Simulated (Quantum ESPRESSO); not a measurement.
MgO:

```xyz
2
Lattice="0.0000 2.0970 2.0970 2.0970 0.0000 2.0970 2.0970 2.0970 0.0000" Properties=species:S:1:pos:R:3 pbc="T T T"
Mg    0.0000    0.0000    0.0000
O     2.0970    2.0970    2.0970
```

The cell is a database's computed one.

Program: Quantum ESPRESSO 7.5. Alike in all runs: task band structure; potentials or basis SG15 PBE 1.2; no spin polarisation; cell as given; cutoff (eV) 1197; smearing fermi-dirac 0.05 eV.

Question: Order these runs on this cell by their pressure, lowest first.
A. level LDA; k mesh 11 × 11 × 11; SCF threshold 4e-10 Ry; form of the LDA correlation PZ81
B. level revPBE; k mesh 11 × 11 × 11; SCF threshold 4e-10 Ry
C. level rPW86PBE+rVV10; k mesh 11 × 11 × 11; SCF threshold 4e-10 Ry; rVV10 parameter b 6.3
D. level rev-vdW-DF2; k mesh 11 × 11 × 11; SCF threshold 4e-10 Ry
E. level SCAN; k mesh 8 × 8 × 8; SCF threshold 1e-08 Ry; symmetry off

Answer: A (-3.5 GPa), E (1.9 GPa), D (3.5 GPa), C (6.1 GPa), B (11.7 GPa).

Caveats: the potentials were made for another functional, which shifts forces and pressure.

Runs at the PBE level aren't shown here.
